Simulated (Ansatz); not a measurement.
Te, DFT, PBE, all-electron LAPW, scalar-relativistic (Ansatz 0.2.0), run on 1 thread of Intel(R) Xeon(R) 6975P-C (Granite Rapids) on a shared host.

The cell is COD entry 1531230, as deposited and not checked against the literature; nothing was relaxed. The listed cell was then made from it by scaling, straining or moving an atom.

Command: `ansatz run input.yaml --threads 1 --pin off --max-ram 4096MiB --backend cpu --events-out ev --progress --plain --runs-dir out`

```yaml
crystal:
  lattice:
    - [4.4579994587, -0.0222899973, -0.0222899973]
    - [-2.2483034333, 3.87188578, -0.0081587053]
    - [-0.029625, -0.029625, 5.925]
  atoms:
    - { symbol: Te, position: [0.745, 0.0, 0.3333333333] }
    - { symbol: Te, position: [0.0, 0.745, 0.6666666667] }
    - { symbol: Te, position: [0.255, 0.255, 0.0] }
kpoints:
  mp_grid: { grid: [9, 9, 6] }
  band_path:
    path:
      - [0.0, 0.0, 0.0]
      - [0.0, 0.0, 0.5]
      - [-0.5, 0.5, 0.0]
      - [0.0, 0.0, 0.0]
      - [0.0, -0.5, 0.0]
      - [-0.5, 0.0, 0.5]
      - [0.0, 0.0, 0.0]
      - [-0.5, 0.0, 0.0]
      - [0.0, -0.5, 0.5]
    npoints: 5
scf:
  occupations: { method: fermi_dirac, width: 0.08 }
hamiltonian:
  xc: pbe
  pseudopotentials: { kind: all_electron, lapw: { basis_error: 0.0005 } }
output:
  forces: true
  stress: true
  eigenvalues: true
```

(1) How large is the problem that the program sets up?

(2) Estimate the wall time and the peak memory.

Results:

(1) 244 irreducible k-points, 1025 plane waves at Γ, 44 bands.

(2) 3.5 min of wall time for 9 SCF iterations, with a peak of 1.3 GiB. Times on shared machines scatter by tens of per cent.
